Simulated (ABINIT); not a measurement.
The system is Au.

```
CELL_PARAMETERS angstrom
2.90000 0.00000 0.00000
-1.45000 2.51147 0.00000
0.00000 0.00000 4.88000
ATOMIC_POSITIONS crystal
Au 0.66667 0.33333 0.25000
Au 0.33333 0.66667 0.75000
```

This isn't the form of Au at room conditions, which is fcc.

```yaml
Program: ABINIT 10.8.3 (patched build)
Task: single point
Functional: PBE
Potentials_or_basis: JTH PAW PBE v2.0
Cutoff: 544 eV
k_mesh: 11 × 11 × 6
Occupations: fermi-dirac, width 0.05 eV
Spin: no spin polarisation
```

On this cell: pressure 1.9 GPa; largest force under 0.003 eV/Å; band gap on the k mesh none (metal or under the smearing width).

The same run follows on a disturbed copy (atoms moved at random, drawn with an rms of 0.05 Å):

```
Au
1.0
     2.90000    0.00000    0.00000
    -1.45000    2.51147    0.00000
     0.00000    0.00000    4.88000
Au
2
Direct
  0.68819 0.35203 0.25122
  0.32218 0.66326 0.75447
```

Problem. What changes?

Solution. The energy (extrapolated to zero smearing) moves by +1.0 meV/atom; pressure 2.0 GPa; largest force 0.106 eV/Å; band gap on the k mesh none (metal or under the smearing width).

Forces on the atoms (eV/Å):
```
Au  -0.032 -0.021  0.099
Au   0.032  0.021 -0.099
```

Stress tensor (GPa, compression positive):
```
 2.39  0.20 -0.08
 0.20  2.09 -0.06
-0.08 -0.06  1.52
```
